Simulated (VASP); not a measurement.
Set up this calculation in VASP 6.6.1, as the native input.

```yaml
Task: band structure
Functional: PBE
Potentials_or_basis: VASP PAW PBE potentials, release 64 (Cd, S)
Cutoff: 520 eV
k_mesh: 7 × 7 × 4
Occupations: fermi-dirac, width 0.05 eV
Spin: no spin polarisation
Further_INCAR_settings: ALGO = Normal; EDIFF = 1e-06
```

The structure of CdS (Greenockite) lies in POSCAR:

```
CdS
1.0
    4.1500000000      0.0000000000      0.0000000000
   -2.0750000000      3.5940054257      0.0000000000
    0.0000000000      0.0000000000      6.7370000000
Cd S
2 2
Direct
    0.6666666667      0.3333333333      0.5000000000
    0.3333333333      0.6666666667      0.0000000000
    0.6666666667      0.3333333333      0.8750000000
    0.3333333333      0.6666666667      0.3750000000
```

The input as run:

INCAR

```
SYSTEM = CdS
PREC = Accurate
ENCUT = 520
EDIFF = 1E-6
ISMEAR = -1
SIGMA = 0.05
LREAL = .False.
LASPH = .True.
NELM = 80
ALGO = Normal
ISIF = 2
LWAVE = .False.
LCHARG = .False.
GGA = PE
```

KPOINTS

```
Automatic mesh
0
Gamma
  7 7 4
  0 0 0
```

KPOINTS_OPT

```
path GMKGALHA,LM,KH
10
line-mode
reciprocal
 0.0000000000  0.0000000000  0.0000000000  G
 0.5000000000  0.0000000000  0.0000000000  M

 0.5000000000  0.0000000000  0.0000000000  M
 0.3333333333  0.3333333333  0.0000000000  K

 0.3333333333  0.3333333333  0.0000000000  K
 0.0000000000  0.0000000000  0.0000000000  G

 0.0000000000  0.0000000000  0.0000000000  G
 0.0000000000  0.0000000000  0.5000000000  A

 0.0000000000  0.0000000000  0.5000000000  A
 0.5000000000  0.0000000000  0.5000000000  L

 0.5000000000  0.0000000000  0.5000000000  L
 0.3333333333  0.3333333333  0.5000000000  H

 0.3333333333  0.3333333333  0.5000000000  H
 0.0000000000  0.0000000000  0.5000000000  A

 0.5000000000  0.0000000000  0.5000000000  L
 0.5000000000  0.0000000000  0.0000000000  M

 0.3333333333  0.3333333333  0.0000000000  K
 0.3333333333  0.3333333333  0.5000000000  H
```

Potentials or basis: VASP PAW PBE potentials, release 64 (Cd, S).

Run with:

```sh
$ cat potpaw_PBE.64/Cd/POTCAR potpaw_PBE.64/S/POTCAR > POTCAR
$ mpirun -np 1 vasp_std > vasp.out
```

Results of the run:

```json
{
 "Pressure": "2.4 GPa",
 "Largest force": "0.069 eV/Å",
 "Band gap on the k mesh": "1.20 eV, direct",
 "Band gap along the path": "1.20 eV, direct"
}
```

Run time: 62 s on 1 thread of Intel(R) Xeon(R) 6975P-C (Granite Rapids), on a shared host, peak memory 0.24 GiB.
